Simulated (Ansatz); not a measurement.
B: single point with PBE

B:

```
CELL_PARAMETERS angstrom
1.88524 0.00000 0.00000
0.00000 1.88524 0.00000
0.00000 0.00000 1.88524
ATOMIC_POSITIONS crystal
B 0.50000 0.50000 0.50000
```

The cell was built by a generator and needn't be a form met in nature.

| Quantity | Value |
| --- | --- |
| Program | Ansatz 0.2.0 |
| Task | single point |
| Functional | PBE |
| Potentials or basis | all-electron LAPW, scalar-relativistic |
| Cutoff | 281 eV (chosen from the basis error) |
| Basis error allowed | 0.001 eV/atom |
| k mesh | 14 × 14 × 14 |
| Occupations | fermi-dirac, width 0.05 eV |
| Spin | no spin polarisation |

- Pressure: 0.3 GPa
- Band gap on the k mesh: none (metal or under the smearing width)

Levels at points of the mesh, in eV from the Fermi level:
| k point | band 2 | band 3 | band 4 | band 5 | band 6 | band 7 |
| --- | --- | --- | --- | --- | --- | --- |
| (0.00, 0.00, 0.00) | -15.74 | 13.65 | 13.65 | 13.65 | 24.06 | 24.06 |
| (0.00, 0.00, -0.50) | -8.19 | -6.18 | 17.52 | 17.52 | 30.01 | 31.31 |
| (0.00, -0.50, -0.50) | -1.91 | -1.91 | 4.33 | 8.21 | 20.67 | 40.37 |
| (-0.50, -0.50, -0.50) | 3.45 | 3.45 | 3.45 | 16.62 | 16.62 | 16.62 |

Wall time 5.9 s on 1 thread of Intel(R) Xeon(R) Processor @ 2.50GHz (Skylake/Cascade Lake) (shared host), peak memory 0.23 GiB.
